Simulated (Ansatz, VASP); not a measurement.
# LiF in VASP and in Ansatz

```
CELL_PARAMETERS angstrom
0.00000 2.01400 2.06435
2.01400 0.00000 2.06435
2.01400 2.01400 0.00000
ATOMIC_POSITIONS crystal
Li 0.00000 0.00000 0.00000
F 0.50000 0.50000 0.50000
```

Change from the starting cell: strain +0.000 along x and y, +0.025 along z, atoms carried along.

Alike in both runs: task single point; functional LDA; k mesh 10 × 10 × 10; occupations gaussian, width 0.05 eV; no spin polarisation.

```csv
,VASP,Ansatz
version,VASP 6.6.1,Ansatz 0.2.0
potentials or method,"VASP PAW LDA potentials, release 64 (Li_sv, F)","scalar-relativistic, plane waves, PAW"
plane-wave cutoff (eV),520,420
valence electrons in the cell,10,10
```

```tsv
	VASP	Ansatz	Ansatz less VASP
gap on the k mesh at the Fermi level (eV)	8.58	8.59	+0.010
least direct gap on the mesh (eV)	8.58	8.59	+0.010
```

 A k mesh can miss the band edges.
